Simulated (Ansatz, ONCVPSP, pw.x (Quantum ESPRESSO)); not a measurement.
Equation-of-state test of one ONCV potential (tungsten (W))

* Element: W
* Generator: ONCVPSP 4.0.1.1 (patched build)
* Type: optimised norm-conserving Vanderbilt (ONCV)
* Functional: PBE
* Relativity: scalar-relativistic
* Frozen core: [Kr] 4d10 4f14
* Valence charge: 14
* Reference configuration: 5s2 5p6 5d4 6s2
* Partial waves: 5s+6s: rc 2.00 bohr, ncon 3, nbas 6, qcut 5.2 1/bohr, 2 projectors; 5p: rc 1.60 bohr, ncon 4, nbas 7, qcut 9.7 1/bohr, 2 projectors, debl 2 Ha; 5d: rc 1.60 bohr, ncon 4, nbas 7, qcut 6.7 1/bohr, local
* Local potential: the d channel
* Core correction: Teter function, fcfact 6, rcfact 1.6

Atomic tests: cutoffs needed: 28 Ha and 34 Ha (the cutoffs (Ha) at which the residual kinetic energy of the hardest occupied pseudo-wave falls to 1 and 0.1 mHa per electron); ghost test: no bound ghost flagged; no localised positive-energy state flagged; configuration tests: 1 of 4 tests not solved or not reliable.

Crystal test: fcc W in pw.x 7.5, no spin, 14³ k-points, Fermi–Dirac smearing 0.01 Ry, cutoffs 80/320 Ry. The reference is all-electron LAPW (Ansatz 0.2.0) with the same functional, mesh and smearing; V0 and B0 come from Birch–Murnaghan fits to the pressures at five volumes. Errors are pseudo minus all-electron; Δ is the rms difference of the E(V) curves that follow from these fits, minima aligned, over ±6 % about the mean V0. Mesh and smearing are coarse, so the numbers serve the comparison and aren't converged zero-temperature values; the lattice is a test structure that the element need not adopt.

```tsv
V (Å³/atom)	P all-electron (GPa)	P pseudo (GPa)
15.654	15.90	13.48
16.066	7.42	5.21
16.478	-0.06	-2.08
16.890	-6.66	-8.51
17.302	-12.47	-14.17
```

All-electron: a0 = 4.039 Å (V0 = 16.47 Å³/atom), B0 = 280.9 GPa.

Pseudopotential: mean pressure error (GPa): -2.04; a0 (Å): 4.029; a0 error (%): -0.24; B0 error (%): +0.4; Δ (meV/atom): 7.4. Atomic configuration tests: 1 of 4 tests not solved or not reliable.

Problem. At the middle volume, how do free energy and pressure move when the wave cutoff is lowered (ecutrho kept at four times it)?

Solution.

```tsv
cutoff (Ry)	shift of F (meV/atom)	shift of P (GPa)
36	+3053.8	-72.21
48	+692.3	-30.93
64	+44.3	-3.59
```

Input at the middle volume:

```
&control
  calculation='scf', prefix='x', pseudo_dir='./', outdir='./tmp', tstress=.true., disk_io='none'
/
&system
  ibrav=0, nat=1, ntyp=1, ecutwfc=80, ecutrho=320, nbnd=15,
  occupations='smearing', smearing='fd', degauss=0.01
/
&electrons
  conv_thr=1e-09, mixing_beta=0.4, electron_maxstep=70
/
ATOMIC_SPECIES
W 1.0 W.UPF
CELL_PARAMETERS angstrom
  0.00000000 2.01972156 2.01972156
  2.01972156 0.00000000 2.01972156
  2.01972156 2.01972156 0.00000000
ATOMIC_POSITIONS crystal
W 0.0000 0.0000 0.0000
K_POINTS automatic
14 14 14 0 0 0
```

```bash
pw.x < W.scf.in > W.scf.out
```

Lines of the output:

```
Message from routine setup:
     using ibrav=0 with symmetry is DISCOURAGED, use correct ibrav instead
     lattice parameter (alat)  =       5.3977  a.u.
     unit-cell volume          =     111.1991 (a.u.)^3
     number of electrons       =        14.00
     number of Kohn-Sham states=           15
     kinetic-energy cutoff     =      80.0000  Ry
     charge density cutoff     =     320.0000  Ry
     scf convergence threshold =      1.0E-09
     Exchange-correlation= PBE
     number of k points=   104  Fermi-Dirac smearing, width (Ry)=  0.0100
     iteration #  1     ecut=    80.00 Ry     beta= 0.40
     total energy              =    -165.72113435 Ry
     estimated scf accuracy    <       0.03898433 Ry
     iteration #  2     ecut=    80.00 Ry     beta= 0.40
     total energy              =    -165.72196554 Ry
     estimated scf accuracy    <       0.00540900 Ry
     iteration #  3     ecut=    80.00 Ry     beta= 0.40
     total energy              =    -165.72261168 Ry
     estimated scf accuracy    <       0.00031550 Ry
     iteration #  4     ecut=    80.00 Ry     beta= 0.40
     total energy              =    -165.72262786 Ry
     estimated scf accuracy    <       0.00000563 Ry
     iteration #  5     ecut=    80.00 Ry     beta= 0.40
     total energy              =    -165.72262947 Ry
     estimated scf accuracy    <       0.00000034 Ry
     iteration #  6     ecut=    80.00 Ry     beta= 0.40
     total energy              =    -165.72262951 Ry
     estimated scf accuracy    <          4.1E-09 Ry
     iteration #  7     ecut=    80.00 Ry     beta= 0.40
     the Fermi energy is    20.9959 ev
!    total energy              =    -165.72262951 Ry
     estimated scf accuracy    <          4.5E-10 Ry
     smearing contrib. (-TS)   =      -0.00527818 Ry
     The total energy is F=E-TS. E is the sum of the following terms:
     one-electron contribution =     -16.23349834 Ry
     hartree contribution      =      17.13203741 Ry
     xc contribution           =     -48.89271106 Ry
     ewald contribution        =    -117.72317934 Ry
     convergence has been achieved in   7 iterations
          total   stress  (Ry/bohr**3)                   (kbar)     P=      -20.82
     Message from routine punch:
     Nothing written, as per user request (disk_io='none')
```

The run at the middle volume (104 k-points, 7 iterations) took about 10 s on one core of a shared host (Intel(R) Xeon(R) 6975P-C, 192 threads, 756 GiB, load 68).
